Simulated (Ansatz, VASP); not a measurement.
# Be: VASP beside Ansatz

```
Be
1.0
     3.74681    0.00000    0.00000
     0.00000    3.74681    0.00000
     0.00000    0.00000    2.28128
Be
4
Direct
  0.79741 0.20259 0.50000
  0.20259 0.79741 0.50000
  0.70259 0.70259 0.00000
  0.29741 0.29741 0.00000
```

This isn't the form of Be at room conditions, which is hcp.

Alike in both runs: task single point; functional PBE; k mesh 7 × 7 × 12; occupations fermi-dirac, width 0.05 eV; no spin polarisation.

|  | VASP | Ansatz |
| --- | --- | --- |
| version | VASP 6.6.1 | Ansatz 0.2.0 |
| potentials or method | VASP PAW PBE potentials, release 64 (Be) | Ansatz PAW |
| plane-wave cutoff (eV) | 520 | 420 |
| valence electrons in the cell | 8 | 8 |

Ansatz gave:

```
gap on the k mesh at the Fermi level (eV)       : none
pressure (GPa)                                  : 0.0
largest component of the traceless stress (GPa) : 1.16
rms of the force components (eV/Å)              : 0.004
```

Estimate VASP's values.

gap on the k mesh at the Fermi level (eV): none; pressure (GPa): 0.2; largest component of the traceless stress (GPa): 1.17; rms of the force components (eV/Å): 0.002.

Atom by atom the forces differ by 0.001 eV/Å (rms over components). A gap of «none» marks a metal or a gap that the smearing closes. The functional is the same, so the differences come from potentials, cutoffs and numerics.
